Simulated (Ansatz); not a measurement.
## Fe: frozen-core PAW against all-electron methods

```
CELL_PARAMETERS angstrom
0.00000 2.43615 2.43615
2.43615 0.00000 2.43615
2.43615 2.43615 0.00000
ATOMIC_POSITIONS crystal
Fe 0.00000 0.00000 0.00000
Fe 0.25000 0.25000 0.25000
```

Atom numbers follow the list: Fe1, Fe2.

The structure comes from a relaxation in the same program, started in the diamond type, and has space group Fd-3m. Whether it is a known phase or the ground state wasn't checked.

Methods: DFT, PBE, PAW with Ansatz's default frozen-core files, scalar-relativistic (Ansatz 0.2.0); DFT, PBE, all-electron PAW with datasets made for the crystal, scalar-relativistic (Ansatz 0.2.0); DFT, PBE, all-electron LAPW, scalar-relativistic (Ansatz 0.2.0).

For PAW: a Γ-centred 13×13×13 k mesh, Fermi–Dirac smearing of 0.03 eV, cutoff 420 eV, spin-polarised from start moments Fe1 3, Fe2 3 μB (the moments died away, and the run ended non-magnetic). The crystal-made all-electron datasets (AE datasets) take a cutoff of 480 eV at this cell. LAPW targets a basis error of 0.25 meV/atom. The Ansatz runs share mesh, smearing and spin set-up. Plane-wave (PAW) pressures include the program's estimate of the Pulay term.

Stress and pressure are positive in compression.

Levels count from the Fermi level.

```tsv
quantity	PAW	AE datasets	LAPW
pressure (GPa)	0.04	0.02	0.02
highest filled level at U (eV)	-0.783	-0.783	-0.783
lowest empty level at U (eV)	1.324	1.322	1.322
highest filled level at Γ (eV)	-0.381	-0.379	-0.379
lowest empty level at Γ (eV)	1.263	1.262	1.262
highest filled level at L (eV)	-1.109	-1.110	-1.110
lowest empty level at L (eV)	0.187	0.187	0.187
```

PAW's pressure differs from the LAPW value by +0.02 GPa.
